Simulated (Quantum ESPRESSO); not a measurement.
Runs of Quantum ESPRESSO 7.5 on C. The structure is trigonal, space group R-3m (No. 166). The conventional cell has a = 2.466 Å, b = 2.466 Å, c = 24.848 Å, α = 90.00°, β = 90.00°, γ = 120.00°. C (site symmetry 3m) is surrounded by 3 C at 1.42 Å. Around C (site symmetry 3m) lie 3 C at 1.42 Å. This isn't the form of C at room conditions, which is graphite.

| task | level | potentials or basis | form of the LDA correlation | gap on the mesh (eV) | pressure (GPa) | V0 of scaled cells (Å³/atom) | B0 (GPa) |
| --- | --- | --- | --- | --- | --- | --- | --- |
| band structure | PBEsol | GBRV 1.5 PBEsol | - | 0.19 | -2.1 | - | - |
| equation of state | PBEsol | GBRV 1.5 PBEsol | - | - | - | (b) | 226 |
| band structure | LDA | GBRV 1.5 LDA | PZ81 | 0.19 | -6.4 | - | - |
| equation of state | LDA | GBRV 1.5 LDA | PZ81 | - | - | 10.61 | (a) |

Alike in all rows: no spin polarisation; cell as given; k mesh 12 × 12 × 12; cutoff (eV) 612; smearing fermi-dirac 0.05 eV.

Q: Estimate the missing entries.

A: (a) 233; (b) 10.82.

Caveats: the mesh misses the band edges, which the band path finds closer together (some runs); the cell was scaled at fixed shape and fractional positions, which overstates the stiffness of a crystal with free parameters, most of all of layers and chains (some runs).

Not every run made on this cell is shown here.
